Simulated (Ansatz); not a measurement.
**SiC: a line through a two-coordinate scan**

One line of a two-coordinate grid on SiC (F-43m, No. 216; 2 atoms in the cell): volume per atom is varied, at length along [111] over the lengths across it = 0.984.

The COD entry's cell or inner coordinates are ideal or old and differ from later refinements, so a difference from it is no clean test against experiment.

Computed with Ansatz 0.2.0 (DFT PBE, scalar-relativistic, plane waves, PAW, unless a step's input says otherwise).

71 further runs of the same task are left out: 71 set aside as unsound or not needed.

## Step 1: The system as given

Symmetry: F-43m, No. 216, cubic system. The conventional cell has a = 4.380 Å, b = 4.380 Å, c = 4.380 Å, α = 90.00°, β = 90.00°, γ = 90.00°. Si (site symmetry -43m) has 4 C at 1.90 Å as nearest neighbours. C (site symmetry -43m) is surrounded by 4 Si at 1.90 Å.

As a file:

```
Si C
1.0
     0.00000    2.18986    2.18986
     2.18986    0.00000    2.18986
     2.18986    2.18986    0.00000
Si C
1 1
Direct
  0.00000 0.00000 0.00000
  0.75000 0.75000 0.75000
```

This cell was relaxed beforehand with the same method: volume 10.50 Å³/atom, gap on the mesh 1.37 eV.

## Step 2: What is varied

The energy is mapped over volume and the cell's shape.

First coordinate, volume per atom: 11 values from 9.241 to 11.762 Å³. Second coordinate, length along [111] over the lengths across it, relative to the cubic cell: 11 values from 0.923 to 1.083.

Nothing else is relaxed (fractional coordinates fixed). Energies count from the relaxed crystal. Points are written as (first, second).

## Step 3: Grid point (9.241 Å³, 0.984)

Input file input.yaml:

```yaml
crystal:
  lattice:
    - [0.0, 2.1097285473, 2.1097285473]
    - [2.1097285473, 0.0, 2.1097285473]
    - [2.0873654247, 2.0873654247, 0.0223631226]
  atoms:
    - { symbol: Si, position: [0.0, 0.0, 0.0] }
    - { symbol: C, position: [0.75, 0.75, 0.75] }
basis:
  ecutwfc: 520.0
kpoints:
  mp_grid: { grid: [12, 12, 12] }
hamiltonian:
  xc: pbe
scf:
  occupations: { method: gaussian, width: 0.05 }
output:
  forces: true
  stress: true
  eigenvalues: true
```

Command:

```bash
> ansatz run input.yaml --threads 1 --pin off --max-ram 2048MiB --backend cpu --events-out ev --progress --plain --runs-dir out
```

Log (excerpt; [...] marks lines left out):

```text
Warning: RAYON_NUM_THREADS=1 ignored (pool sized by the plan → 1); use --threads N
[...]
Pseudopotentials: kind: paw
Pseudopotential: Si, paw, valence charge 4, recommended cutoff 420 eV (normal), Si.paw.azcp
Pseudopotential: C, paw, valence charge 4, recommended cutoff 420 eV (normal), C.paw.azcp
Functional definition: PBE
[...]
Crystal: 2 atoms, lattice volume = 18.482 Å³
Basis set: ecut = 520 eV, 531 PW (Γ), exchange–correlation on 48×48×48 points (8 copies of the dense FFT grid, shifted against one another)
Bands: 8, of which v1, the nominal top of the filled ones, is band 4 counted from 1 (3 counted from 0)
Symmetry: 6 space group operations
Space group: R3m (ITA 160), of the structure as read, at distance tolerance 2.6e-5 Å
k-points: 189 of 1728 (time reversal used)
[...]
SCF iter   1: F=—  HF=-886.908297 eV  |F-HF|=—  |Δ(HF+E_count)|=         —  Δρ=1.69e-3  dr2=2.28e-4  ethr=1.77e-3  ⟨swp⟩=5.7  Hψ=12463  notcnv=0
[...]
SCF iter   6: F=-886.908525 eV  HF=-886.908525 eV  |F-HF|=2.63e-11  |Δ(HF+E_count)|=   1.86e-9  Δρ=4.02e-7  dr2=1.33e-11  ethr=1.88e-11  ⟨swp⟩=1.5  Hψ=4565  notcnv=0
[...]
SCF converged after 6 iterations
Free energy (F): -886.908525 eV
[...]
E sigma→0 (E₀):  -886.908525 eV
Fermi energy:    11.618736 eV
[...]
--- Forces (eV/Å), atoms counted from 1 ---
  atom   1  Si    -0.17139817    -0.17139817     0.17139817
  atom   2  C      0.17139692     0.17139692    -0.17139692
[...]
--- Stress (GPa, compression-positive) ---
       34.952263       3.985579      -3.985579
        3.985579      34.952263      -3.985579
       -3.985579      -3.985579      34.952263
  P = ⅓ Tr σ = 34.9523 GPa (349.523 kbar)
--- Band table (eV; the first three rows and the last of 189) ---
  k-point 0: bands = ["-5.3585", "10.9237", "10.9237", "11.0358", "18.4006", "18.9648", "18.9648", "19.4881"]
[...]
```

Run time: 1.8 s. Hardware: 1 thread of Intel Xeon 6975P-C (Granite Rapids), shared host; peak memory 0.39 GiB.

That is 127 meV/atom from the zero.

## Step 4: The run at (9.493 Å³, 0.984)

input.yaml, as its differences from that of step 3:

```diff
@@ -2,5 +2,5 @@
   lattice:
-    - [0.0, 2.1097285473, 2.1097285473]
-    - [2.1097285473, 0.0, 2.1097285473]
-    - [2.0873654247, 2.0873654247, 0.0223631226]
+    - [0.0, 2.1287340962, 2.1287340962]
+    - [2.1287340962, 0.0, 2.1287340962]
+    - [2.1061695147, 2.1061695147, 0.0225645814]
   atoms:
```

Command:

```bash
> ansatz run input.yaml --threads 1 --pin off --max-ram 2048MiB --backend cpu --events-out ev --progress --plain --runs-dir out
```

Log (excerpt; [...] marks lines left out):

```text
[...]
SCF converged after 6 iterations
Free energy (F): -887.004490 eV
[...]
E sigma→0 (E₀):  -887.004490 eV
Fermi energy:    11.266848 eV
[...]
--- Forces (eV/Å), atoms counted from 1 ---
  atom   1  Si    -0.15217463    -0.15217463     0.15217463
  atom   2  C      0.15217429     0.15217429    -0.15217429
[...]
--- Stress (GPa, compression-positive) ---
       26.233834       3.718100      -3.718100
        3.718100      26.233834      -3.718100
       -3.718100      -3.718100      26.233834
  P = ⅓ Tr σ = 26.2338 GPa (262.338 kbar)
--- Band table (eV; the first three rows and the last of 189) ---
  k-point 0: bands = ["-5.4994", "10.5617", "10.5617", "10.6676", "17.7300", "18.3980", "18.3980", "18.8972"]
[...]
```

Run time: 1.8 s. Hardware: 1 thread of Intel Xeon 6975P-C (Granite Rapids), shared host; peak memory 0.4 GiB.

Energy on the map's scale: 79 meV/atom.

## Step 5: The run at (9.745 Å³, 0.984)

input.yaml, as its differences from that of step 4:

```diff
@@ -2,5 +2,5 @@
   lattice:
-    - [0.0, 2.1287340962, 2.1287340962]
-    - [2.1287340962, 0.0, 2.1287340962]
-    - [2.1061695147, 2.1061695147, 0.0225645814]
+    - [0.0, 2.147406206, 2.147406206]
+    - [2.147406206, 0.0, 2.147406206]
+    - [2.1246437002, 2.1246437002, 0.0227625058]
   atoms:
@@ -20 +20,5 @@
   eigenvalues: true
+  write_density: true
+  write_potential: true
+  elf: true
+  volumetric_format: npy
```

Command:

```bash
> ansatz run input.yaml --threads 1 --pin off --max-ram 2048MiB --backend cpu --events-out ev --progress --plain --runs-dir out
```

Log:

```text
Warning: RAYON_NUM_THREADS=1 ignored (pool sized by the plan → 1); use --threads N
Engine: ansatz 0.2.0, x86_64-unknown-linux-gnu
[... 4 set-up lines as earlier in the session ...]
  parameter kappa = 0.804
  parameter beta = 0.06672455060314922
  exchange = pbe_x(kappa = kappa, mu = beta*pi^2/3)
  correlation = pbe_c(beta = beta)
Crystal: 2 atoms, lattice volume = 19.490 Å³
Basis set: ecut = 520 eV, 531 PW (Γ), exchange–correlation on 48×48×48 points (8 copies of the dense FFT grid, shifted against one another)
Bands: 8, of which v1, the nominal top of the filled ones, is band 4 counted from 1 (3 counted from 0)
[... 1 set-up line as earlier in the session ...]
Space group: R3m (ITA 160), of the structure as read, at distance tolerance 2.7e-5 Å
k-points: 189 of 1728 (time reversal used)
Non-local potential: Si, projectors of the file, l = 0: 2, l = 1: 2, l = 2: 2
Non-local potential: C, projectors of the file, l = 0: 2, l = 1: 2, l = 2: 1
PAW form: soft (Blöchl's): semilocal exchange-correlation on the pseudo side does not see the compensation charge
PAW one-centre angular grid: Si, 110 points (default); XC on 64 Gauss nodes
PAW one-centre angular grid: C, 110 points (default); XC on 64 Gauss nodes
Initial density: superposition of atomic densities (neutral atoms: chi_scale 0, normalization atom), corrected by the library's trained network
Initial wavefunctions: pseudopotential atomic-orbital guess
Functional: x = pbe(κ = 0.804, μ = 0.2195149727645171), c = pbe(β = 0.06672455060314922)
SCF iter   1: F=—  HF=-887.074454 eV  |F-HF|=—  |Δ(HF+E_count)|=         —  Δρ=1.83e-3  dr2=4.66e-4  ethr=1.77e-3  ⟨swp⟩=5.8  Hψ=12565  notcnv=0
preconditioner: auto → none  [insulator: Δε(μ)=1.217 eV  Ē_g=14.597 eV  σ=0.050 eV  W_gap=1.00  n_scr=0 (ndim 8)  ℏωp=23.8 eV  f_vac=0.000  D(μ)=0.00/eV (n_scr^D=0)  ε∞_Penn≈3.7]
SCF iter   2: F=—  HF=-887.074553 eV  |F-HF|=—  |Δ(HF+E_count)|=   9.90e-5  Δρ=7.66e-4  dr2=4.50e-5  ethr=5.82e-6  ⟨swp⟩=2.1  Hψ=3504  notcnv=0
SCF iter   3: F=—  HF=-887.074582 eV  |F-HF|=—  |Δ(HF+E_count)|=   2.82e-5  Δρ=3.82e-4  dr2=6.78e-6  ethr=5.63e-7  ⟨swp⟩=2.7  Hψ=2271  notcnv=0
SCF iter   4: F=—  HF=-887.074600 eV  |F-HF|=—  |Δ(HF+E_count)|=   1.81e-5  Δρ=7.11e-5  dr2=3.91e-7  ethr=8.48e-8  ⟨swp⟩=2.3  Hψ=2186  notcnv=0
iter 5 did not close the SCF: its close was put off for the readings that it lacked (scf_convergence_deferred on its scf_iter line)
SCF iter   5: F=-887.074600 eV  HF=-887.074600 eV  |F-HF|=4.62e-9  |Δ(HF+E_count)|=   6.04e-7  Δρ=6.85e-6  dr2=4.78e-9  ethr=4.89e-9  ⟨swp⟩=2.3  Hψ=2221  notcnv=0
SCF iter   6: F=-887.074600 eV  HF=-887.074600 eV  |F-HF|=3.24e-11  |Δ(HF+E_count)|=   6.31e-9  Δρ=6.18e-7  dr2=4.06e-11  ethr=5.97e-11  ⟨swp⟩=4.9  Hψ=7163  notcnv=0
SCF 1 converged in 6 iterations: F = -887.074600 eV  dr2 = 4.06e-11
SCF converged after 6 iterations
Free energy (F): -887.074600 eV
Harris-Foulkes:  -887.074600 eV  (|F-HF|=3.24e-11)
Internal energy: -887.074600 eV  (E = F + TS)
E sigma→0 (E₀):  -887.074600 eV
Fermi energy:    10.930474 eV
--- Per-component energies (eV) ---
  E_band       = 33.597737
  E_kinetic    = 139.035720
  E_local      = -100.840392  (includes V_loc(G=0)·N_el)
  E_nonlocal   = 52.726620
  E_hartree    = 31.495041
  E_xc         = -106.589163
  E_vxc        = -110.779411  (∫ρ·V_xc dr)
  E_paw        = -612.399380  (= ΣΔE_a)
  E_vpaw       = -9.534905  (= ΣTr[D̂ρ^β])
  E_aug_tail   = 0.000008  (compensation charges beyond the density's cutoff)
  E_ewald      = -290.503055
  E_smearing   = -0.000000  (= −TS)
  E_closure    = -0.000000  (closes the sum)
  Σ components = -887.074600   (vs F -887.074600, Δ=0.00e0)
--- Forces (eV/Å), atoms counted from 1 ---
  atom   1  Si    -0.13437993    -0.13437993     0.13437993
  atom   2  C      0.13437424     0.13437424    -0.13437424
  max |Σ_I F_I| component: 5.69e-6 eV/Å
--- Stress (GPa, compression-positive) ---
       18.494474       3.472387      -3.472387
        3.472387      18.494474      -3.472387
       -3.472387      -3.472387      18.494474
  P = ⅓ Tr σ = 18.4945 GPa (184.945 kbar)
--- Band table (eV; the first three rows and the last of 189) ---
  k-point 0: bands = ["-5.6328", "10.2159", "10.2159", "10.3159", "17.0835", "17.8580", "17.8580", "18.3356"]
  k-point 1: bands = ["-5.4869", "9.6121", "10.1126", "10.1126", "17.1463", "18.0546", "18.0546", "18.5841"]
  k-point 2: bands = ["-5.0530", "7.9623", "9.8586", "9.8586", "16.9275", "18.4242", "18.4242", "19.4125"]
  k-point 188: bands = ["-0.7488", "2.6353", "5.4449", "6.9921", "15.5497", "18.8083", "21.0118", "21.8125"]
```

Wall time 2.5 s (1 thread of Intel Xeon 6975P-C (Granite Rapids), shared host); peak memory 0.4 GiB.

Axes a, b and c in the maps are those of this run's conventional cell (a, b, c = 3.037, 3.037, 7.321 Å).

Density in a lattice plane of the grid's cell (edges 3.04 and 7.32 Å, at 0.000 of the third edge), which holds Si and C.

Values in e/Å³, 12 rows by 6 columns:
```
0.57 0.43 0.21 0.13 0.21 0.43
1.46 0.83 0.26 0.13 0.26 0.83
1.84 1.44 0.52 0.27 0.52 1.44
1.08 0.81 0.45 0.29 0.45 0.81
0.17 0.18 0.21 0.24 0.21 0.18
0.06 0.10 0.25 0.39 0.25 0.10
0.08 0.17 0.52 0.87 0.52 0.17
0.09 0.17 0.45 0.70 0.45 0.17
0.07 0.11 0.21 0.29 0.21 0.11
0.15 0.18 0.26 0.31 0.26 0.18
0.25 0.42 0.52 0.53 0.52 0.42
0.06 0.29 0.45 0.38 0.45 0.29
```
Columns run along the first of these edges and rows up along the second, over one cell in 6 and 12 even steps from the bottom left corner. Atoms in the plane (fractional): Si at (0.00, 0.00), C at (1.00, 0.75).

ELF in the same plane.

Ten even steps from ' ' (0.01) to '@' (0.92):
```
--::::====--====::::
@@%%**--..  ..--**%%
@@@@%%++..  ..++%%@@
++**####--..--####**
  --%%%%**--**%%%%--
--**@@@@**--**@@@@**
####%%##++::++##%%##
======----::----====
      ::==++==::    
    ..--**##**--..  
    ::++%%%%%%++::  
  ..--##@@@@@@##--..
  ..--##@@@@@@##--..
    ::==**##**==::  
    ..::------::..  
  ....::--==--::....
::::==++++++++++==::
::--**####**####**--
..::##%%%%##%%%%##::
++::==##########==::
```
Columns run along the first of these edges and rows up along the second, over one cell in 10 and 20 even steps from the bottom left corner. Atoms in the plane (fractional): Si at (0.00, 0.00), C at (1.00, 0.75).

Both are smooth fields of the valence electrons: close to the nuclei they are not physical.

Outside the cores ELF peaks at 0.93 on the C–Si line, 0.9 Å from C.

On the map this point reads 44 meV/atom.

## Step 6: Point (9.997 Å³, 0.984)

Input file input.yaml:

```yaml
crystal:
  lattice:
    - [0.0, 2.1657591277, 2.1657591277]
    - [2.1657591277, 0.0, 2.1657591277]
    - [2.142802081, 2.142802081, 0.0229570468]
  atoms:
    - { symbol: Si, position: [0.0, 0.0, 0.0] }
    - { symbol: C, position: [0.75, 0.75, 0.75] }
basis:
  ecutwfc: 520.0
kpoints:
  mp_grid: { grid: [12, 12, 12] }
hamiltonian:
  xc: pbe
scf:
  occupations: { method: gaussian, width: 0.05 }
output:
  forces: true
  stress: true
  eigenvalues: true
```

Command:

```bash
> ansatz run input.yaml --threads 1 --pin off --max-ram 2048MiB --backend cpu --events-out ev --progress --plain --runs-dir out
```

Log (excerpt; [...] marks lines left out):

```text
[...]
SCF converged after 6 iterations
Free energy (F): -887.121754 eV
[...]
E sigma→0 (E₀):  -887.121754 eV
Fermi energy:    10.608541 eV
[...]
--- Forces (eV/Å), atoms counted from 1 ---
  atom   1  Si    -0.11789807    -0.11789807     0.11789807
  atom   2  C      0.11789671     0.11789671    -0.11789671
[...]
--- Stress (GPa, compression-positive) ---
       11.620135       3.246232      -3.246232
        3.246232      11.620135      -3.246232
       -3.246232      -3.246232      11.620135
  P = ⅓ Tr σ = 11.6201 GPa (116.201 kbar)
--- Band table (eV; the first three rows and the last of 189) ---
  k-point 0: bands = ["-5.7595", "9.8850", "9.8850", "9.9794", "16.4599", "17.3429", "17.3429", "17.8012"]
[...]
```

Wall time 1.9 s (1 thread of Intel Xeon 6975P-C (Granite Rapids), shared host); peak memory 0.41 GiB.

Energy on the map's scale: 21 meV/atom.

## Step 7: Variant: occupations.method fermi_dirac, occupations.width 0.1

input.yaml, as its differences from that of step 6:

```diff
@@ -15,6 +15,6 @@
 scf:
-  occupations: { method: gaussian, width: 0.05 }
+  occupations: { method: fermi_dirac, width: 0.1 }
 output:
   forces: true
+  eigenvalues: true
   stress: true
-  eigenvalues: true
```

Command:

```bash
> ansatz run input.yaml --threads 1 --pin off --max-ram 2048MiB --backend cpu --events-out ev --progress --plain --runs-dir out
```

Log (excerpt; [...] marks lines left out):

```text
Warning: RAYON_NUM_THREADS=1 ignored (pool sized by the plan → 1); use --threads N
[...]
[... 4 set-up lines as earlier in the session ...]
[...]
Crystal: 2 atoms, lattice volume = 19.994 Å³
Basis set: ecut = 520 eV, 537 PW (Γ), exchange–correlation on 48×48×48 points (8 copies of the dense FFT grid, shifted against one another)
Bands: 8, of which v1, the nominal top of the filled ones, is band 4 counted from 1 (3 counted from 0)
[... 2 set-up lines as earlier in the session ...]
k-points: 189 of 1728 (time reversal used)
[...]
SCF iter   1: F=—  HF=-887.121677 eV  |F-HF|=—  |Δ(HF+E_count)|=         —  Δρ=1.99e-3  dr2=6.74e-4  ethr=1.77e-3  ⟨swp⟩=5.6  Hψ=12394  notcnv=0
[...]
SCF iter   6: F=-887.121756 eV  HF=-887.121756 eV  |F-HF|=3.27e-11  |Δ(HF+E_count)|=   2.33e-9  Δρ=4.50e-7  dr2=2.51e-11  ethr=9.26e-12  ⟨swp⟩=1.5  Hψ=4541  notcnv=0
[...]
SCF converged after 6 iterations
Free energy (F): -887.121756 eV
[...]
E sigma→0 (E₀):  -887.121745 eV
Entropy (-TS):   -0.000023 eV (-0.011 meV/atom)
Fermi energy:    10.675122 eV
[...]
--- Forces (eV/Å), atoms counted from 1 ---
  atom   1  Si    -0.11791042    -0.11791042     0.11791042
  atom   2  C      0.11790901     0.11790901    -0.11790901
[...]
--- Stress (GPa, compression-positive) ---
       11.620025       3.246156      -3.246156
        3.246156      11.620025      -3.246156
       -3.246156      -3.246156      11.620025
  P = ⅓ Tr σ = 11.6200 GPa (116.200 kbar)
--- Band table (eV; the first three rows and the last of 189) ---
  k-point 0: bands = ["-5.7595", "9.8850", "9.8850", "9.9794", "16.4599", "17.3428", "17.3428", "17.8012"]
[...]
```

Run time: 1.9 s. Hardware: 1 thread of Intel Xeon 6975P-C (Granite Rapids), shared host; peak memory 0.4 GiB.

| run | ending | energy change | pressure (GPa) | gap (eV) | force (eV/Å) | cycles | time |
| --- | --- | --- | --- | --- | --- | --- | --- |
| step 6 | converged | 0 | 11.6 | 1.26 | 0.20 | 6 | 1.9 s |
| variant | converged | 0.0 meV/atom (σ→0) | 11.6 | 1.26 | 0.20 | 6 | 1.9 s |

Changing the smearing leaves the energy as it was (0.0 meV/atom).

## Step 8: Point (10.249 Å³, 0.984)

input.yaml, as its differences from that of step 6:

```diff
@@ -2,5 +2,5 @@
   lattice:
-    - [0.0, 2.1657591277, 2.1657591277]
-    - [2.1657591277, 0.0, 2.1657591277]
-    - [2.142802081, 2.142802081, 0.0229570468]
+    - [0.0, 2.1838061621, 2.1838061621]
+    - [2.1838061621, 0.0, 2.1838061621]
+    - [2.1606578167, 2.1606578167, 0.0231483453]
   atoms:
```

Command:

```bash
> ansatz run input.yaml --threads 1 --pin off --max-ram 2048MiB --backend cpu --events-out ev --progress --plain --runs-dir out
```

Log (excerpt; [...] marks lines left out):

```text
[...]
SCF converged after 6 iterations
Free energy (F): -887.148512 eV
[...]
E sigma→0 (E₀):  -887.148512 eV
Fermi energy:    10.300085 eV
[...]
--- Forces (eV/Å), atoms counted from 1 ---
  atom   1  Si    -0.10261902    -0.10261902     0.10261902
  atom   2  C      0.10261958     0.10261958    -0.10261958
[...]
--- Stress (GPa, compression-positive) ---
        5.512728       3.037710      -3.037710
        3.037710       5.512728      -3.037710
       -3.037710      -3.037710       5.512728
  P = ⅓ Tr σ = 5.5127 GPa (55.127 kbar)
--- Band table (eV; the first three rows and the last of 189) ---
  k-point 0: bands = ["-5.8799", "9.5682", "9.5682", "9.6574", "15.8579", "16.8509", "16.8509", "17.2918"]
[...]
```

It took 1.9 s on 1 thread of Intel Xeon 6975P-C (Granite Rapids), shared host; peak memory 0.4 GiB.

That is 7 meV/atom from the zero.

## Step 9: Grid point (10.501 Å³, 0.984)

input.yaml, as its differences from that of step 8:

```diff
@@ -2,5 +2,5 @@
   lattice:
-    - [0.0, 2.1838061621, 2.1838061621]
-    - [2.1838061621, 0.0, 2.1838061621]
-    - [2.1606578167, 2.1606578167, 0.0231483453]
+    - [0.0, 2.2015895122, 2.2015895122]
+    - [2.2015895122, 0.0, 2.2015895122]
+    - [2.1782526634, 2.1782526634, 0.0233368488]
   atoms:
```

Command:

```bash
> ansatz run input.yaml --threads 1 --pin off --max-ram 2048MiB --backend cpu --events-out ev --progress --plain --runs-dir out
```

Log (excerpt; [...] marks lines left out):

```text
Warning: RAYON_NUM_THREADS=1 ignored (pool sized by the plan → 1); use --threads N
[...]
[... 4 set-up lines as earlier in the session ...]
[...]
Crystal: 2 atoms, lattice volume = 21.003 Å³
Basis set: ecut = 520 eV, 543 PW (Γ), exchange–correlation on 48×48×48 points (8 copies of the dense FFT grid, shifted against one another)
Bands: 8, of which v1, the nominal top of the filled ones, is band 4 counted from 1 (3 counted from 0)
[... 1 set-up line as earlier in the session ...]
Space group: R3m (ITA 160), of the structure as read, at distance tolerance 2.8e-5 Å
k-points: 189 of 1728 (time reversal used)
[...]
SCF iter   1: F=—  HF=-887.157222 eV  |F-HF|=—  |Δ(HF+E_count)|=         —  Δρ=2.35e-3  dr2=1.21e-3  ethr=1.77e-3  ⟨swp⟩=5.5  Hψ=12450  notcnv=0
[...]
SCF iter   6: F=-887.157151 eV  HF=-887.157151 eV  |F-HF|=3.41e-12  |Δ(HF+E_count)|=   2.07e-9  Δρ=6.29e-7  dr2=7.73e-11  ethr=2.07e-11  ⟨swp⟩=1.6  Hψ=4581  notcnv=0
[...]
SCF converged after 6 iterations
Free energy (F): -887.157151 eV
[...]
E sigma→0 (E₀):  -887.157151 eV
Fermi energy:    10.003736 eV
[...]
--- Forces (eV/Å), atoms counted from 1 ---
  atom   1  Si    -0.08842330    -0.08842330     0.08842330
  atom   2  C      0.08842496     0.08842496    -0.08842496
[...]
--- Stress (GPa, compression-positive) ---
        0.077429       2.844792      -2.844792
        2.844792       0.077429      -2.844792
       -2.844792      -2.844792       0.077429
  P = ⅓ Tr σ = 0.0774 GPa (0.774 kbar)
--- Band table (eV; the first three rows and the last of 189) ---
  k-point 0: bands = ["-5.9947", "9.2641", "9.2641", "9.3482", "15.2754", "16.3798", "16.3798", "16.8049"]
[...]
```

Wall time 1.9 s (1 thread of Intel Xeon 6975P-C (Granite Rapids), shared host); peak memory 0.4 GiB.

That is 3.0 meV/atom from the zero.

## Step 10: The run at (10.753 Å³, 0.984)

input.yaml, as its differences from that of step 9:

```diff
@@ -2,5 +2,5 @@
   lattice:
-    - [0.0, 2.2015895122, 2.2015895122]
-    - [2.2015895122, 0.0, 2.2015895122]
-    - [2.1782526634, 2.1782526634, 0.0233368488]
+    - [0.0, 2.2190315208, 2.2190315208]
+    - [2.2190315208, 0.0, 2.2190315208]
+    - [2.1955097867, 2.1955097867, 0.0235217341]
   atoms:
```

Command:

```bash
> ansatz run input.yaml --threads 1 --pin off --max-ram 2048MiB --backend cpu --events-out ev --progress --plain --runs-dir out
```

Log (excerpt; [...] marks lines left out):

```text
Warning: RAYON_NUM_THREADS=1 ignored (pool sized by the plan → 1); use --threads N
[...]
[... 4 set-up lines as earlier in the session ...]
[...]
Crystal: 2 atoms, lattice volume = 21.506 Å³
Basis set: ecut = 520 eV, 561 PW (Γ), exchange–correlation on 48×48×48 points (8 copies of the dense FFT grid, shifted against one another)
Bands: 8, of which v1, the nominal top of the filled ones, is band 4 counted from 1 (3 counted from 0)
[... 2 set-up lines as earlier in the session ...]
k-points: 189 of 1728 (time reversal used)
[...]
SCF iter   1: F=—  HF=-887.149883 eV  |F-HF|=—  |Δ(HF+E_count)|=         —  Δρ=2.58e-3  dr2=1.59e-3  ethr=1.77e-3  ⟨swp⟩=5.8  Hψ=12552  notcnv=0
[...]
SCF iter   6: F=-887.149689 eV  HF=-887.149689 eV  |F-HF|=2.55e-11  |Δ(HF+E_count)|=   2.43e-9  Δρ=7.38e-7  dr2=1.16e-10  ethr=2.09e-11  ⟨swp⟩=1.7  Hψ=4618  notcnv=0
[...]
SCF converged after 6 iterations
Free energy (F): -887.149689 eV
[...]
E sigma→0 (E₀):  -887.149689 eV
Fermi energy:    9.720163 eV
[...]
--- Forces (eV/Å), atoms counted from 1 ---
  atom   1  Si    -0.07529318    -0.07529318     0.07529318
  atom   2  C      0.07529563     0.07529563    -0.07529563
[...]
--- Stress (GPa, compression-positive) ---
       -4.734686       2.666904      -2.666904
        2.666904      -4.734686      -2.666904
       -2.666904      -2.666904      -4.734686
  P = ⅓ Tr σ = -4.7347 GPa (-47.347 kbar)
--- Band table (eV; the first three rows and the last of 189) ---
  k-point 0: bands = ["-6.1038", "8.9733", "8.9733", "9.0525", "14.7143", "15.9305", "15.9305", "16.3411"]
[...]
```

Wall time 2 s (1 thread of Intel Xeon 6975P-C (Granite Rapids), shared host); peak memory 0.4 GiB.

On the map this point reads 7 meV/atom.

(Part 1 of 2 ends here.)
